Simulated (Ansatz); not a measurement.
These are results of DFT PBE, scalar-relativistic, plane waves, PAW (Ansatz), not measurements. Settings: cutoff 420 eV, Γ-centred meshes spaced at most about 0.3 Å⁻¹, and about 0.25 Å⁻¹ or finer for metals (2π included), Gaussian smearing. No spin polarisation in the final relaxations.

All energies are static (0 K, no zero-point motion).

Two relaxed structures of Te:

A.

Space group P-6m2 (No. 187). a = 5.369 Å, b = 5.369 Å, c = 6.414 Å, α = 90.00°, β = 90.00°, γ = 120.00°
```tsv
atom	site	symmetry	x	y	z
Te	2i	3m.	0.6667	0.3333	0.7391
Te	1a	-6m2	0.0000	0.0000	0.0000
Te	1b	-6m2	0.0000	0.0000	0.5000
Te	1c	-6m2	0.3333	0.6667	0.0000
```

B.

Space group I4_1/amd:1 (No. 141). a = 6.477 Å, b = 6.477 Å, c = 8.655 Å, α = 90.00°, β = 90.00°, γ = 90.00°
| atom | site | symmetry | x | y | z |
| --- | --- | --- | --- | --- | --- |
| Te | 8d | .2/m. | 0.0000 | 0.2500 | 0.6250 |

Question: Which would you expect to be lower, and how large is the difference?

Answer: B is lower, by 193 meV/atom. A has space group P-6m2 (No. 187), 32.0 Å³/atom and no gap on its mesh; B has space group I4_1/amd (No. 141), 45.4 Å³/atom and no gap. Counting all near atoms (those within 1.25 times the shortest such distance or 1.15 times the sum of covalent radii, 1.27 where that leaves under three; a plus sign parts nearer from farther groups; a slash parts the counts of unlike sites), A has Te 8/3+6/1+10/5+6 and B has Te 6. The lower one is the more open, so pressure narrows the difference. Both come from invented guesses. The part of the Crystallography Open Database at hand lists Te in space groups No. 12, 152, 154; no cell shown has one of them.

These runs have no spin–orbit coupling, which can matter for Te. Cells relaxed within their symmetry can be saddle points.
